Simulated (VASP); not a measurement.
**Mg3Sb2: band structure with LDA**

The system is Mg3Sb2.

```
Mg Sb
1.0
     4.55465    0.00000    0.00000
    -2.27732    3.94444    0.00000
     0.00000    0.00000    7.18601
Mg Sb
3 2
Cartesian
  0.0000 2.6296 4.5452
  2.2773 1.3148 2.6408
  4.5546 0.0000 0.0000
  0.0000 2.6296 1.6078
  2.2773 1.3148 5.5782
```

```yaml
Program: VASP 6.6.1
Task: band structure
Functional: LDA
Potentials_or_basis: VASP PAW LDA potentials, release 64 (Mg, Sb)
Cutoff: 520 eV
k_mesh: 9 × 9 × 5
Occupations: gaussian, width 0.03 eV
Spin: no spin polarisation
Further_INCAR_settings: ALGO = Fast; EDIFF = 1e-07; NBANDS = 16
```

```json
{"Pressure": "-1.7 GPa", "Largest force": "0.092 eV/Å", "Band gap on the k mesh": "0.11 eV, indirect (least direct gap 1.02 eV)", "Band gap along the path": "0.15 eV, indirect (least direct gap 1.02 eV)"}
```

Forces on the atoms (eV/Å):
```
Mg   0.000  0.000  0.000
Mg   0.000  0.000  0.000
Mg   0.000  0.000  0.000
Sb   0.000  0.000  0.092
Sb   0.000  0.000 -0.092
```

Stress tensor (GPa, compression positive):
```
-1.74  0.00  0.00
 0.00 -1.74  0.00
 0.00  0.00 -1.53
```

Levels at the corners of the path, in eV from the valence-band top:
```tsv
point	band 4	band 5	band 6	band 7	band 8	band 9	band 10	band 11	band 12	band 13
Γ	-1.15	-1.15	-0.43	-0.43	0.00	1.02	1.13	3.00	3.00	3.81
M	-3.84	-3.32	-2.37	-2.26	-0.92	0.28	1.91	2.12	2.76	4.97
M	-3.84	-3.32	-2.37	-2.26	-0.92	0.28	1.91	2.12	2.76	4.97
K	-3.68	-3.68	-2.63	-2.63	-2.57	0.19	4.10	4.15	4.15	5.02
K	-3.68	-3.68	-2.63	-2.63	-2.57	0.19	4.10	4.15	4.15	5.02
Γ	-1.15	-1.15	-0.43	-0.43	0.00	1.02	1.13	3.00	3.00	3.81
Γ	-1.15	-1.15	-0.43	-0.43	0.00	1.02	1.13	3.00	3.00	3.81
A	-3.09	-0.81	-0.81	-0.79	-0.79	1.70	1.78	2.65	2.65	3.52
A	-3.09	-0.81	-0.81	-0.79	-0.79	1.70	1.78	2.65	2.65	3.52
L	-4.67	-1.94	-1.72	-1.66	-1.57	0.40	1.26	1.66	2.14	4.53
L	-4.67	-1.94	-1.72	-1.66	-1.57	0.40	1.26	1.66	2.14	4.53
H	-4.40	-4.11	-3.38	-1.01	-1.01	1.71	1.71	2.49	2.52	4.78
H	-4.40	-4.11	-3.38	-1.01	-1.01	1.71	1.71	2.49	2.52	4.78
A	-3.09	-0.81	-0.81	-0.79	-0.79	1.70	1.78	2.65	2.65	3.52
L	-4.67	-1.94	-1.72	-1.66	-1.57	0.40	1.26	1.66	2.14	4.53
M	-3.84	-3.32	-2.37	-2.26	-0.92	0.28	1.91	2.12	2.76	4.97
K	-3.68	-3.68	-2.63	-2.63	-2.57	0.19	4.10	4.15	4.15	5.02
H	-4.40	-4.11	-3.38	-1.01	-1.01	1.71	1.71	2.49	2.52	4.78
```

It took 2.3 min on 1 thread of Intel(R) Xeon(R) 6975P-C (Granite Rapids) (shared host), peak memory 0.31 GiB.

Caveat: spin-orbit coupling is left out, which moves the levels of the heavy elements.
